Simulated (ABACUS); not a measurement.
BeTe, 2 atoms in the cell. The structure is cubic, space group F-43m (No. 216). The conventional cell has a = 5.540 Å, b = 5.540 Å, c = 5.540 Å, α = 90.00°, β = 90.00°, γ = 90.00°. Around Te (site symmetry -43m) lie 4 Be at 2.40 Å. Be (site symmetry -43m) is surrounded by 4 Te at 2.40 Å. 

- Program: ABACUS 3.10.1
- Task: relaxation of cell and atoms
- Functional: PBEsol
- Potentials or basis: GBRV ultrasoft 1.5 PBE
- Cutoff: 544 eV
- Density cutoff: 4354 eV
- Basis: plane waves
- k mesh: 6 × 6 × 6
- Occupations: fermi-dirac, width 0.05 eV
- Spin: no spin polarisation
- Max steps of the relaxation: 60
- Force threshold: 0.01 eV/Å
- Optimiser: cg
- Stress threshold: 1 kbar
- Radial cutoff of the potentials (pseudo_rcut): 10 bohr
- SCF threshold on the density: 1e-08
- Max SCF steps: 100
- Eigensolver: dav
- Mixing: broyden
- Mixing share: 0.7
- Symmetry key: 1
- Bands: 9

Potentials or basis: GBRV ultrasoft 1.5 PBE, plane waves.

Command:

```bash
$ OMP_NUM_THREADS=1 python run_abacus.py > log
```

Hardware: 4 MPI ranks on Intel(R) Xeon(R) Platinum 8259CL CPU @ 2.50GHz (Skylake/Cascade Lake) (shared host).

Estimate the wall time of this run.

Run time: 37 s on 4 MPI ranks on Intel(R) Xeon(R) Platinum 8259CL CPU @ 2.50GHz (Skylake/Cascade Lake) (shared host), peak memory 0.52 GiB a rank. Counts: scf iterations 17, k points 16, bands 9, ion steps 3, ranks 4.
